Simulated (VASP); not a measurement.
## A VASP 6.6.1 single-point calculation on HgTe

INCAR

```
LASPH = .TRUE.
ISIF = 2
SIGMA = 0.3
PREC = Accurate
LREAL = .FALSE.
NELM = 79
GGA = PE
ISMEAR = 1
ENCUT = 520
LWAVE = .FALSE.
LCHARG = .FALSE.
EDIFF = 0.001
ALGO = Normal
NSW = 0
NBANDS = 16
IBRION = -1
```

KPOINTS

```
KPOINTS created by Atomic Simulation Environment
0
Gamma
6 6 6
0 0 0
```

POSCAR

```
Hg Te
 1.0000000000000000
     0.0000000000000000    3.1575915708000002    3.1575915708000002
     3.1575915708000002    0.0000000000000000    3.1575915708000002
     3.1575915708000002    3.1575915708000002    0.0000000000000000
 Hg  Te
   1   1
Cartesian
  0.0000000000000000  0.0000000000000000  0.0000000000000000
  1.5787957854000001  1.5787957854000001  1.5787957854000001
```

The recommended PBE PAW datasets give the neutral cell 18 valence electrons.

Command

```
mpirun -np 1 vasp_std
```

Task: How does this run end, and what does it give?

Result: It converged. Results: gap between bands v and c on the k mesh 0.00 eV; least direct gap on the k mesh 0.00 eV; pressure 8.2 GPa. Band v is the last that the valence electrons fill when counted band by band, and c is the next.

OSZICAR

```
N       E                     dE             d eps       ncg     rms          rms(c)
DAV:   1     0.108642244390E+03    0.10864E+03   -0.79740E+03   512   0.971E+02
DAV:   2    -0.402958229149E-01   -0.10868E+03   -0.10116E+03   600   0.234E+02
DAV:   3    -0.360083285476E+01   -0.35605E+01   -0.35539E+01   608   0.439E+01
DAV:   4    -0.363286624932E+01   -0.32033E-01   -0.32031E-01   800   0.383E+00
DAV:   5    -0.363301030716E+01   -0.14406E-03   -0.14406E-03   616   0.207E-01    0.898E+00
DAV:   6    -0.341661192127E+01    0.21640E+00   -0.41768E-01   616   0.905E+00    0.690E+00
DAV:   7    -0.340679915775E+01    0.98128E-02   -0.11533E-01   560   0.240E+00    0.231E+00
DAV:   8    -0.340567538018E+01    0.11238E-02   -0.13825E-02   592   0.139E+00    0.619E-01
DAV:   9    -0.340568559223E+01   -0.10212E-04   -0.75877E-04   424   0.330E-01
   1 F= -.34056856E+01 E0= -.34066605E+01  d E =0.292485E-02
```

For comparison, a separate PBE run of the intended cell, on usual settings and not on those above, gives a gap of 0.00 eV on its mesh and a pressure of 8.1 GPa.
